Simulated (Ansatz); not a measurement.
TiTe2 in the CdI2-type structure

Level of theory: DFT, r²SCAN, scalar-relativistic, no spin polarisation; plane waves to 500 eV with PAW datasets (Ansatz 0.2.0), 10×10×6 k-mesh, Gaussian smearing of 0.05 eV; PAW files: Ansatz's generated set soft_2.

Space group P-3m1 (No. 164). a = 3.815 Å, b = 3.815 Å, c = 6.768 Å, α = 90.00°, β = 90.00°, γ = 120.00°
```json
{"atom": "Ti", "site": "1a", "symmetry": "-3m.", "x": "0.0000", "y": "0.0000", "z": "0.0000"}
{"atom": "Te", "site": "2d", "symmetry": "3m.", "x": "0.3333", "y": "0.6667", "z": "0.2492"}
```

The start was a prototype's sites filled with these elements; the Crystallography Open Database holds the compound in this structure.

The pressure at this geometry is 0.1 GPa.

Problem. Which orbitals carry the states at the Fermi level, and how many states are there?

Solution. Within 0.1 eV of it: Ti 3d 75 %, Te 5p 23 % (shares among the projected shells). The Fermi level sits on a steep edge: the density of states is 0.7, 1.1 and 1.7 states/eV per cell at −0.1, 0 and +0.1 eV.

Density of states (tetrahedra, averaged over 0.4 eV; states/eV per cell of 3 atoms; energy in eV from the Fermi level; projections on Löwdin-orthogonalised atomic orbitals, summed over sites):

| E | total | Te 5p | Ti 3d | Ti 4s | Te 5s |
| --- | --- | --- | --- | --- | --- |
| -5.25 | 0.2 | 0.1 | 0.0 | 0.0 | 0.0 |
| -4.85 | 1.3 | 0.9 | 0.1 | 0.2 | 0.0 |
| -4.45 | 2.4 | 1.8 | 0.2 | 0.2 | 0.1 |
| -4.05 | 3.5 | 2.8 | 0.4 | 0.1 | 0.1 |
| -3.65 | 1.5 | 1.1 | 0.2 | 0.1 | 0.1 |
| -3.25 | 1.8 | 1.4 | 0.3 | 0.1 | 0.1 |
| -2.85 | 3.0 | 2.3 | 0.6 | 0.0 | 0.0 |
| -2.45 | 3.8 | 2.5 | 1.2 | 0.0 | 0.1 |
| -2.05 | 4.9 | 3.0 | 1.8 | 0.0 | 0.1 |
| -1.65 | 2.8 | 2.1 | 0.5 | 0.0 | 0.1 |
| -1.25 | 2.4 | 1.9 | 0.4 | 0.0 | 0.0 |
| -0.85 | 1.3 | 0.9 | 0.3 | 0.0 | 0.0 |
| -0.45 | 0.7 | 0.5 | 0.2 | 0.0 | 0.0 |
| -0.05 | 1.0 | 0.3 | 0.7 | 0.0 | 0.0 |
| 0.35 | 2.9 | 0.3 | 2.4 | 0.0 | 0.0 |
| 0.75 | 1.6 | 0.3 | 1.3 | 0.0 | 0.0 |
| 1.15 | 6.7 | 1.2 | 5.3 | 0.0 | 0.0 |
| 1.55 | 3.2 | 0.5 | 2.6 | 0.1 | 0.0 |
| 1.95 | 1.2 | 0.3 | 0.7 | 0.0 | 0.0 |
| 2.35 | 3.0 | 1.1 | 1.6 | 0.0 | 0.1 |
| 2.75 | 3.8 | 1.6 | 1.9 | 0.0 | 0.1 |
| 3.15 | 2.0 | 0.9 | 1.0 | 0.0 | 0.0 |
| 3.55 | 0.0 | 0.0 | 0.0 | 0.0 | 0.0 |
| 3.95 | 0.0 | 0.0 | 0.0 | 0.0 | 0.0 |
| 4.35 | 0.0 | 0.0 | 0.0 | 0.0 | 0.0 |
| 4.75 | 0.5 | 0.1 | 0.0 | 0.1 | 0.0 |
| 5.15 | 1.2 | 0.1 | 0.0 | 0.3 | 0.0 |
| 5.55 | 1.6 | 0.2 | 0.0 | 0.3 | 0.0 |
| 5.95 | 1.6 | 0.1 | 0.0 | 0.2 | 0.0 |

Spin–orbit coupling, which matters for such heavy elements, is left out. The structure is layered, and this functional has no dispersion term, so the layers' spacing is poorly fixed, often too long, and so is what hangs on it. The relaxed cell is 6 % larger in volume than the cell of this structure in the Crystallography Open Database (26.76 Å³/atom, 1981).
